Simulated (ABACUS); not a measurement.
Input of an ABACUS 3.10.1 run:

The input INPUT:

```
INPUT_PARAMETERS
suffix              Pb
calculation         scf
basis_type          pw
pseudo_dir          ./
symmetry            1
dft_functional      pbesol
ecutwfc             63
pseudo_rcut         10
nspin               1
nbands              17
ks_solver           dav
smearing_method     fd
smearing_sigma      0.00367493
scf_thr             1e-08
scf_nmax            100
mixing_type         broyden
mixing_beta         0.7
cal_force           1
cal_stress          1
out_chg             1
kpar                4
```

File STRU:

```
ATOMIC_SPECIES
Pb 207.2000 82_Pb_14_3.0_3.1_pbe_n_v1.0.upf

LATTICE_CONSTANT
6.6144323282

LATTICE_VECTORS
0.0000000000 0.7071067812 0.7071067812
0.7071067812 0.0000000000 0.7071067812
0.7071067812 0.7071067812 0.0000000000

ATOMIC_POSITIONS
Cartesian

Pb
0.0
1
0.0000000000 0.0000000000 0.0000000000 1 1 1
```

File KPT:

```
K_POINTS
0
Gamma
7 7 7 0 0 0
```

Potentials or basis: SPMS ONCV 1.0 PBE, plane waves.

Command:

```sh
$ OMP_NUM_THREADS=1 mpirun -np 4 abacus > log
```

Q: Estimate the pressure.

A: -0.1 GPa.

Q: Estimate the band gap on the k mesh.

A: None (metal or under the smearing width).

Caveat: the potentials were made for another functional, which shifts forces and pressure. Spin-orbit coupling is left out, which matters for the levels of Pb.
